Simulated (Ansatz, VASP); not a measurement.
**Two plane-wave programs on Pt**

```
CELL_PARAMETERS angstrom
0.00000 1.95897 1.95897
1.95897 0.00000 1.95897
1.95897 1.95897 0.00000
ATOMIC_POSITIONS crystal
Pt 0.00000 0.00000 0.00000
```

Alike in both runs: functional PBEsol; k mesh 18 × 18 × 18; occupations gaussian, width 0.1 eV; no spin polarisation.

Ansatz relaxed the structure, and its values are those at the end. VASP's run is a single point on that final structure, the one shown.

|  | VASP | Ansatz |
| --- | --- | --- |
| version | VASP 6.6.1 | Ansatz 0.2.0 |
| potentials or method | VASP PAW PBE potentials, release 64 (Pt) | scalar-relativistic, plane waves, PAW |
| plane-wave cutoff (eV) | 520 | 420 |
| valence electrons in the cell | 10 | 18 |

```csv
,VASP,Ansatz,Ansatz less VASP
gap on the k mesh at the Fermi level (eV),none,none,-
pressure (GPa),-0.4,0.0,+0.40
```

A gap of «none» marks a metal or a gap that the smearing closes. The functional is the same, so the differences come from potentials, cutoffs and numerics. The two sets of potentials don't hold the same shells in valence. Ansatz warned: «pseudo_functional_mismatch».

Caveats: the PAW data sets were made with another functional, which shifts forces and pressure a little (VASP). The runs have no spin-orbit coupling, so splittings on Pt are missing.
